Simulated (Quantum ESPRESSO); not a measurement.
BaS under changes of volume

One of the cells (32.576 Å³/atom); the others are scaled copies at fixed shape and fractional positions:

```
Ba S
1.0
     0.00000    3.19375    3.19375
     3.19375    0.00000    3.19375
     3.19375    3.19375    0.00000
Ba S
1 1
Direct
  0.00000 0.00000 0.00000
  0.50000 0.50000 0.50000
```

| Property | Result |
| --- | --- |
| Program | Quantum ESPRESSO 7.5 |
| Functional | PBE |
| Dispersion | D3(BJ) |
| Potentials or basis | PseudoDojo 0.4.1 SR PBE standard |
| Cutoff | 707 eV |
| Density cutoff | 2830 eV |
| k mesh | 7 × 7 × 7 |
| Occupations | fermi-dirac, width 0.05 eV |
| Spin | no spin polarisation |

| volume (Å³/atom) | energy over the lowest point (meV/atom) | pressure (GPa) | gap on the mesh (eV) |
| --- | --- | --- | --- |
| 30.622 | 15.53 | 2.9 | 2.10 |
| 31.273 | 6.10 | 1.8 | 2.14 |
| 31.925 | 1.07 | 0.7 | 2.17 |
| 32.576 | 0.00 | -0.2 | 2.21 |
| 33.228 | 2.48 | -1.0 | 2.24 |
| 33.879 | ? | ? | ? |
| 34.531 | 16.62 | -2.4 | 2.29 |

Question: What does the run at 33.879 Å³/atom give?

Answer: Energy over the lowest point 8.13 meV/atom; pressure -1.8 GPa; gap on the mesh 2.26 eV.

Worked out: A Birch-Murnaghan fit of order 3 (a polynomial in V^(-2/3)) to the other rows has its minimum at 32.44 Å³/atom with B0 = V·E''(V) = 44 GPa and B' = 4.5. It gives 8.12 meV/atom at 33.879 Å³/atom, against the run's 8.13, and -dE/dV = -1.8 GPa, against -1.8. A straight line through the other rows of the gap, of slope 1.59 eV per unit of ln V, gives 2.27 eV, against the run's 2.26.

Energies are extrapolated to zero smearing.

Caveats: this release of the barium file is off; spin-orbit coupling is left out, which moves the levels of the heavy elements; an odd mesh through Γ misses points on the zone boundary, where band edges often lie.
